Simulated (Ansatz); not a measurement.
The guess for LiCl was made by a generator: ordered vacancies on the cation sites of antifluorite (R-3m, No. 166) (occupants of the shared sites, in ratio, Li: 2, vacant: 2). Its size is a rough estimate.

```cif
data_structure
_symmetry_space_group_name_H-M 'R-3m:H'
_symmetry_Int_Tables_number 166
_cell_length_a 4.1641
_cell_length_b 4.1641
_cell_length_c 20.4000
_cell_angle_alpha 90.000
_cell_angle_beta 90.000
_cell_angle_gamma 120.000
_cell_volume 306.34
loop_
_atom_site_label
_atom_site_type_symbol
_atom_site_symmetry_multiplicity
_atom_site_Wyckoff_symbol
_atom_site_fract_x
_atom_site_fract_y
_atom_site_fract_z
_atom_site_occupancy
Li1 Li 6 c 0.00000 0.00000 0.87500 1
Cl1 Cl 6 c 0.33333 0.66667 0.91667 1
```

Computed with DFT PBE, scalar-relativistic, plane waves, PAW (Ansatz 0.2.0). Cutoff 420 eV, Gaussian smearing, Γ-centred meshes. Cell and atoms relax first on a coarse mesh and then on a converged one. In between, the cell is made exact in the group found at 0.06 Å. The steps can't lower the symmetry of their start. No spin polarisation.

A guess keeps its type if space group and coordination stay and the shape of the cell changes little (axis ratios within about 15 %, angles within 6°); the volume may change.

Task: Will the relaxed cell still be of the starting type?

Result: It keeps its type. The symmetry stays R-3m (No. 166). The volume per atom shrinks by 1.4 %, from 25.5 to 25.2 Å³. The shortest distance goes from 2.55 Å (Li–Cl) to 2.36 Å (Li–Cl). The ratio c/a of the conventional cell changes by a factor of 1.08. Counting neighbours within 15 % of an atom's shortest distance, the start has Cl 4, Li 4 and the end Cl 4, Li 4.

Formation energies are uncorrected and refer to the elements' standard structures at the same level (Cl₂ as a molecule).

Task: At what energy does it end?

Result: −1.840 eV/atom. A negative formation energy is needed for stability but isn't enough: competing phases decide.

The last run used a 6×6×6 mesh for its 4-atom cell and Gaussian smearing of 0.02 eV. No dispersion correction is applied, so the spacing and binding between layers, chains or molecules are poorly described. Symmetry constrained the relaxation, so the result can be a saddle point.
